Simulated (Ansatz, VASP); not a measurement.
NaI: VASP beside Ansatz

Contents of INCAR:

```
SYSTEM = NaI
PREC = Accurate
ENCUT = 520
EDIFF = 1E-7
ISMEAR = 0
SIGMA = 0.01
LREAL = .False.
LASPH = .True.
NELM = 80
ALGO = Normal
ISIF = 2
LWAVE = .False.
LCHARG = .True.
LELF = .True.
LVHAR = .True.
NBANDS = 14
```

Contents of KPOINTS:

```
Automatic mesh
0
Gamma
  6 6 6
  0 0 0
```

The input POSCAR:

```
NaI
1.0
    0.0000000000      3.2364000000      3.2364000000
    3.2364000000      0.0000000000      3.2364000000
    3.2364000000      3.2364000000      0.0000000000
Na I
1 1
Direct
    0.0000000000      0.0000000000      0.0000000000
    0.5000000000      0.5000000000      0.5000000000
```

Input for Ansatz:

```yaml
crystal:
  lattice:
    - [0.0, 3.2364, 3.2364]
    - [3.2364, 0.0, 3.2364]
    - [3.2364, 3.2364, 0.0]
  atoms:
    - { symbol: Na, position: [0.0, 0.0, 0.0] }
    - { symbol: I, position: [0.5, 0.5, 0.5] }
basis:
  ecutwfc: 450.0
kpoints:
  mp_grid:
    grid: [6, 6, 6]
hamiltonian:
  xc: lda
  pseudopotentials:
    kind: paw
scf:
  occupations:
    method: fixed
output:
  stress: true
```

Alike in both runs: task single point; functional LDA; k mesh 6 × 6 × 6; no spin polarisation.

|  | VASP | Ansatz |
| --- | --- | --- |
| version | VASP 6.6.1 | Ansatz 0.2.0 |
| potentials or method | VASP PAW LDA potentials, release 64 (Na_pv, I) | plane waves, PAW |
| plane-wave cutoff (eV) | 520 | 450 |
| occupations | gaussian, width 0.01 eV | fixed |
| valence electrons in the cell | 14 | 26 |

```tsv
	VASP	Ansatz	Ansatz less VASP
pressure (GPa)	-1.6	-1.6	-0.01
```

The two sets of potentials don't hold the same shells in valence.
